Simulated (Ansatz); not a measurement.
**InSe: LAPW beside PAW**

Aim: solve InSe at one geometry with full-potential LAPW, PAW with frozen cores and all-electron PAW on datasets made for the crystal, and see where they agree.

Program: Ansatz 0.2.0. Level of theory: DFT PBE, scalar-relativistic. These are calculated values, not measurements.

### 1 The system as given

It takes space group C2/m (No. 12, monoclinic). Conventional cell: a = 11.736 Å, b = 4.110 Å, c = 4.610 Å, α = 90.00°, β = 110.30°, γ = 90.00°. In (site symmetry m) is surrounded by 3 Se at 2.58 to 2.78 Å and 1 In at 2.74 Å. Se (site symmetry m) has 3 In at 2.58 to 2.78 Å as nearest neighbours.

Structure file:

```xyz
4
Lattice="5.8679 -2.0550 0.0000 5.8679 2.0550 0.0000 -1.5994 0.0000 4.3237" Properties=species:S:1:pos:R:3 pbc="T T T"
In   10.3665    0.0000    0.0216
In   -0.2301    0.0000    4.3020
Se    6.7188    0.0000    2.7758
Se    3.4176    0.0000    1.5479
```

The cell is a deposited one (Crystallography Open Database entry 1540841); the temperature and pressure of the measurement aren't taken into account, and nothing was relaxed.

Atoms are numbered in the order of the input: In1, In2, Se3, Se4.

### 2 Full-potential LAPW

Contents of input.yaml:

```yaml
crystal:
  lattice:
    - [5.8679026766, -2.055, 0.0]
    - [5.8679026766, 2.055, 0.0]
    - [-1.5994156962, 0.0, 4.3236564064]
  atoms:
    - { symbol: In, position: [0.884, 0.884, 0.005] }
    - { symbol: In, position: [0.116, 0.116, 0.995] }
    - { symbol: Se, position: [0.66, 0.66, 0.642] }
    - { symbol: Se, position: [0.34, 0.34, 0.358] }
kpoints:
  mp_grid: { grid: [8, 8, 7] }
  band_path:
    path:
      - [0.0, 0.0, 0.0]
      - [-0.2848576481, 0.2848576481, 0.0]
      - [-0.7151423519, -0.2848576481, 0.0]
      - [-0.5, -0.5, 0.0]
      - [0.0, 0.0, 0.0]
      - [-0.5, -0.5, 0.5]
      - [-0.7459295213, -0.2540704787, 0.5]
      - [-0.2540704787, 0.2540704787, 0.5]
      - [0.0, 0.0, 0.5]
    npoints: 8
scf:
  occupations: { method: fermi_dirac, width: 0.02 }
hamiltonian:
  xc: pbe
  pseudopotentials: { kind: all_electron, lapw: { basis_error: 0.001 } }
output:
  forces: true
  stress: true
  eigenvalues: true
  populations: true
  dos: { projected: true, de: 0.2, e_range: [-14, 8] }
```

### 3 PAW with frozen cores

Changes to input.yaml since step 2:

```diff
@@ -28,3 +28,3 @@
   xc: pbe
-  pseudopotentials: { kind: all_electron, lapw: { basis_error: 0.001 } }
+  pseudopotentials: { kind: paw }
 output:
@@ -33,3 +33,5 @@
   eigenvalues: true
+  efg: { contact_densities: true }
   populations: true
+  bader: true
   dos: { projected: true, de: 0.2, e_range: [-14, 8] }
```

### 4 All-electron PAW on datasets made for the crystal

Changes to input.yaml since step 3:

```diff
@@ -28,3 +28,3 @@
   xc: pbe
-  pseudopotentials: { kind: paw }
+  pseudopotentials: { kind: all_electron, datasets: crystal }
 output:
@@ -34,4 +34 @@
   efg: { contact_densities: true }
-  populations: true
-  bader: true
-  dos: { projected: true, de: 0.2, e_range: [-14, 8] }
```

(Steps that only read results are left out.)

What does the calculation give? Wanted: pressure; gap; largest force; Bader charges.

**Answer**, as computed:

```
           quantity                                               value
           pressure      LAPW 2.94, PAW 2.93, crystal datasets 2.94 GPa
         gap (LAPW)                 0.95 eV, indirect from Γ–M2 to Y2–Γ
      largest force  LAPW 0.776, PAW 0.776, crystal datasets 0.776 eV/Å
Bader charges (PAW)                              In1 +0.77, Se3 -0.77 e
```

At this geometry the cell is under compression of 2.9 GPa, so it would expand if let go. A gap opens: 0.95 eV, indirect from Γ–M2 to Y2–Γ. It is the Kohn-Sham gap of a semilocal functional, which mostly lies below the gap found in experiment. Se 4p states make 78 % of the projected weight in the top eV of the valence band. The projection holds only the free atom's occupied shells (In 5s, In 5p, Se 4s, Se 4p in this range). The field gradient at In1, the largest by crystal datasets, is -18.46 by PAW and -18.45 by crystal datasets (10²¹ V/m²), within 5 %. Spin–orbit coupling is left out, which moves gradients at and beside heavy atoms by some per cent and at worst by a factor of two. PAW lies less than 0.01 GPa from LAPW in pressure and less than 0.01 eV in the gap. The forces differ by at most 1 meV/Å in a component, on a largest force of 0.776 eV/Å. LAPW took about 2.8 times as long as PAW (4.1 min against 87 s, on a shared host and with the outputs that each input asks for).
